**Question: Which functional should I trust for the volume of β-Ga₂O₃?**

I need a relaxed cell of β-Ga₂O₃ as the starting point for strained films in power transistors. My results are below. The methods labelled GGA disagree with each other by up to three quarters of the gap between LDA and PBE, so "climb one rung" doesn't help me choose. r2SCAN-rVV10 lands almost exactly on the volume of the cell I started from, 10.44 Å³/atom. Does that settle it, or is PBEsol good enough? And should I add a dispersion correction?

Ansatz plane-wave Kohn-Sham DFT for β-Ga₂O₃ (C2/m, 10-atom cell), without spin polarisation, 9×9×5 k mesh, Fermi-Dirac smearing 0.05 eV; basis gives the plane-wave cutoff. Static-lattice volumes are from energy-volume curves on the given geometry for LDA, PBE and r2SCAN-rVV10, and from full relaxations with Pulay-corrected stress for the rest.

| method | rung | potentials | basis | equilibrium volume (Å³/atom) |
| --- | --- | --- | --- | --- |
| LDA | LDA | PseudoDojo LDA | 1143 eV | 10.203 |
| PBE | GGA | Ansatz PAW small core | 420 eV | 10.949 |
| PBE-D3(BJ) | GGA | Ansatz PAW | 420 eV | 10.764 |
| PBE-D4 | GGA | Ansatz PAW | 420 eV | 10.668 |
| PBEsol | GGA | Ansatz PAW | 420 eV | 10.559 |
| PBEsol-D3(BJ) | GGA | Ansatz PAW | 420 eV | 10.398 |
| PBEsol-D4 | GGA | Ansatz PAW | 420 eV | 10.399 |
| r2SCAN-rVV10 | meta-GGA | Ansatz PAW | 500 eV | 10.435 |

**Answer**

I would use PBEsol for routine relaxations and r2SCAN-rVV10 as a second opinion where the result depends on a percent of volume. Plain PBE is the one to avoid for this purpose. The rung is a poor guide here because what matters most is how strongly a functional responds to density gradients, and PBE and PBEsol differ in just that.

Start with LDA and PBE. LDA takes the exchange-correlation energy at each point from a uniform electron gas of the same density. When a crystal expands, the density between the ions thins out and becomes more uneven relative to its own size. PBE makes the exchange energy more negative where the density is uneven, so it favours the expanded crystal. That is the standard explanation of why PBE gives larger cells than LDA, and here the difference is 7% of the LDA volume.

PBEsol has the same form as PBE but a weaker gradient term in exchange. Its coefficient is 10/81, or about 0.12, the value that theory gives for a slowly varying density; PBE uses about 0.22. The simplest model says that the expansion beyond LDA grows in proportion to this coefficient. PBEsol should then lie 0.12/0.22, or roughly 56% with the unrounded 10/81, of the way from LDA to PBE.

In numbers, LDA gives 10.203 Å³/atom and PBE lies 0.746 above it. The estimate for PBEsol is therefore 10.203 + 0.56 × 0.746 ≈ 10.62 Å³/atom. The calculation gives 10.56, or 48% of the way. The PBEsol value did not enter the estimate, so the model passes a modest test: it gets the position about right but overshoots by 0.06 Å³/atom. It ignores the gradient term in correlation, which works against the one in exchange and is weakened less in PBEsol. Including it should lower the estimate, towards the computed value. The LDA and PBE runs also used other potentials than the PBEsol run, and their volumes come from energy-volume curves on the given geometry, not from a full relaxation.

**Does dispersion help?** It pulls the ions together, so it shrinks the cell. The clean comparison is PBEsol with and without it, because those runs share potentials, cutoff and relaxation. D3(BJ) and D4 both reduce the volume by 0.16 Å³/atom, or 1.5%. For the PBEsol volume it makes no practical difference which of the two you pick. r2SCAN-rVV10 already includes dispersion through its rVV10 part, so don't add D3(BJ) or D4 to it.

For PBE it does matter. If the percentage shift found with PBEsol is applied to PBE, it reproduces PBE-D3(BJ) to within 0.02 Å³/atom, but it leaves PBE-D4 too large by 0.12. The plain PBE run has its own potentials and volume route, which blurs this test by an unknown amount. PBE-D3(BJ) and PBE-D4 are matched runs, though, and they differ by 0.10. The energies point the same way, although it is their slope with volume, not their depth, that shrinks the cell: D4 lies 0.11 eV/atom below D3(BJ) with PBE, but only 0.01 with PBEsol. Each correction is damped at short range by parameters fitted to its parent functional, so it should be judged together with that functional. I can't tell from these runs which ingredient makes D4 stronger on PBE.

**Which volumes are right?** The density of β-Ga₂O₃ is, as I roughly recall it, 5.9 to 6.0 g/cm³. PBE gives 5.68, which is clearly too low, and D4 raises it only to 5.83. LDA gives 6.10, which is too high. PBEsol, its two dispersion-corrected forms and r2SCAN-rVV10 all agree with that range.

I would not rank those four by their distance from your starting cell. The calculations describe a static lattice, whereas a real crystal is expanded by zero-point and thermal motion, typically by up to about a percent. A perfect functional should therefore give a static volume somewhat below the measured one. That counts a little against plain PBEsol, whose density is already at the low end of the range. The near-perfect match of r2SCAN-rVV10 therefore doesn't show that it is more accurate than PBEsol with dispersion. Its volume also comes from an energy-volume curve on your starting geometry, whereas the PBEsol cells were fully relaxed.

For differences this small, a numerical setting can matter as much as the functional. r2SCAN-rVV10 and PBEsol-D3(BJ) differ by only 0.04 Å³/atom. An error of the same size would arise in the PBEsol relaxation if the Pulay correction were left out. This correction accounts for the plane-wave basis changing with the cell, and without it the crystal would relax to too small a volume. Check that it is switched on, or raise the cutoff until the relaxed volume stops changing, before you compare functionals this closely.

**What does this mean for a strained film?** A length changes by about a third of the percentage change in volume. Relative to your starting cell, the mean length is 1.6% longer in PBE and 0.4% longer in PBEsol. The gap of 1.2% is as large as many misfits between a film and its substrate. If you take the film from one functional and the substrate from another, you can create a strain that isn't there. Use one functional for both, and compare the individual axes as well, since a monoclinic cell need not share the change equally among them.

Holding the cell fixed doesn't remove the problem; it turns the volume error into pressure. At your starting volume, PBE puts the crystal under 9.6 GPa of compression, while LDA puts it under 4.8 GPa of tension. With r2SCAN-rVV10 the pressure is only about −0.2 GPa. With PBE or LDA, properties that depend on strain would thus be calculated for a crystal that the functional regards as heavily loaded.

**What does each choice cost?** The number of plane waves grows as the cutoff to the power 1.5. The LDA run therefore needs about 4.5 times as many as the runs at 420 eV, but its potentials demand that cutoff, not LDA itself. The 500 eV used for r2SCAN-rVV10 means 1.3 times as many, and the functional adds work of its own through the kinetic-energy density and the non-local correlation. D3(BJ) and D4 add little, because they are computed from the atomic positions without a new term in the electronic problem.

So for a density or a first structure, PBEsol is accurate enough and cheap. If a percent of volume would change your conclusion, repeat the key cells with PBEsol-D3(BJ) and r2SCAN-rVV10, and treat the spread as a rough guide to the uncertainty; it can't show an error that all of them share. If you must stay with PBE to match older data, a dispersion correction reduces its volume error but doesn't remove it. The printed output below gives the densities, the mean length changes and both model tests.

The analysis program printed:

```
Volumes against the given cell:
            row  volume  volume_percent  mean_length_percent  density_g_cm3
            LDA    10.2          -2.292              -0.7698            6.1
            PBE   10.95           4.852                1.592          5.684
     PBE-D3(BJ)   10.76           3.081                1.017          5.782
         PBE-D4   10.67           2.161               0.7153          5.834
         PBEsol   10.56           1.118               0.3711          5.894
  PBEsol-D3(BJ)    10.4         -0.4242              -0.1416          5.985
      PBEsol-D4    10.4         -0.4147              -0.1384          5.985
   r2SCAN-rVV10   10.44        -0.06991             -0.02331          5.964
PBE less LDA in angstrom^3/atom: 0.746
PBE above LDA in percent: 7.312
Span within the GGA rung in angstrom^3/atom: 0.551
Span within the GGA rung in percent of the full span: 73.86
Position of PBEsol on the way from LDA to PBE as computed in percent: 47.72
Position expected from the exchange gradient coefficient in percent: 56.12
PBEsol volume expected from that coefficient in angstrom^3/atom: 10.62
Expected less computed PBEsol volume in angstrom^3/atom: 0.06263
Shift by D3(BJ) on PBEsol in angstrom^3/atom: -0.161
Shift by D3(BJ) on PBEsol in percent: -1.525
Shift by D4 on PBEsol in angstrom^3/atom: -0.16
PBE-D3(BJ) less PBE in angstrom^3/atom: -0.185
PBE-D4 less PBE in angstrom^3/atom: -0.281
PBE-D3(BJ) from the carried-over PBEsol shift less computed in angstrom^3/atom: 0.01805
PBE-D4 from the carried-over PBEsol shift less computed in angstrom^3/atom: 0.1151
Energy of D4 below D3(BJ) with PBE in eV/atom: 0.1121
Energy of D4 below D3(BJ) with PBEsol in eV/atom: 0.00983
Volume lost if the Pulay term were ignored in angstrom^3/atom: 0.04266
Plane waves at the LDA cutoff over those at 420 eV: 4.489
Plane waves at 500 eV over those at 420 eV: 1.299
r2SCAN-rVV10 less PBEsol in angstrom^3/atom: -0.124
r2SCAN-rVV10 less PBEsol-D3(BJ) in angstrom^3/atom: 0.037
```
